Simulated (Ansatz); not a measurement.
Crystal: TiO2.

```
Ti O
1.0
     6.15358   -1.88347    0.00000
     6.15358    1.88347    0.00000
    -1.92833    0.00000    6.32897
Ti O
4 8
Direct
  0.90007 0.90007 0.28960
  0.19529 0.19529 0.28376
  0.09993 0.09993 0.71040
  0.80471 0.80471 0.71624
  0.36193 0.36193 0.29340
  0.26349 0.26349 0.65250
  0.86719 0.86719 0.99529
  0.73651 0.73651 0.34750
  0.94165 0.94165 0.63002
  0.13281 0.13281 0.00471
  0.63807 0.63807 0.70660
  0.05835 0.05835 0.36998
```

The cell comes from a database or a generator and needn't be the stable form of this composition.

Base run:

* Program: Ansatz 0.2.0
* Functional: PBEsol
* Potentials or basis: Ansatz PAW
* Cutoff: 420 eV
* Density cutoff: 1680 eV
* k mesh: 8 × 8 × 4
* Occupations: fermi-dirac, width 0.05 eV
* Spin: no spin polarisation

Its results: band gap on the k mesh 2.72 eV, indirect (least direct gap 2.89 eV); pressure -6.7 GPa; largest force 0.153 eV/Å.

Problem. The run is repeated on the same cell with these changes: hubbard terms from none to Ti d U = 3 eV; hubbard projectors from none to ortho-atomic (the default). What comes out?

Solution. Band gap on the k mesh 3.05 eV, indirect (least direct gap 3.24 eV); pressure -4.5 GPa; largest force 0.199 eV/Å.

The U term pushes filled and empty states of the shell apart.

Caveats: the PAW data sets come from PBE, with cores solved anew for the run's functional, which leaves a small shift of forces and pressure.

Not every run made on this cell is shown here.
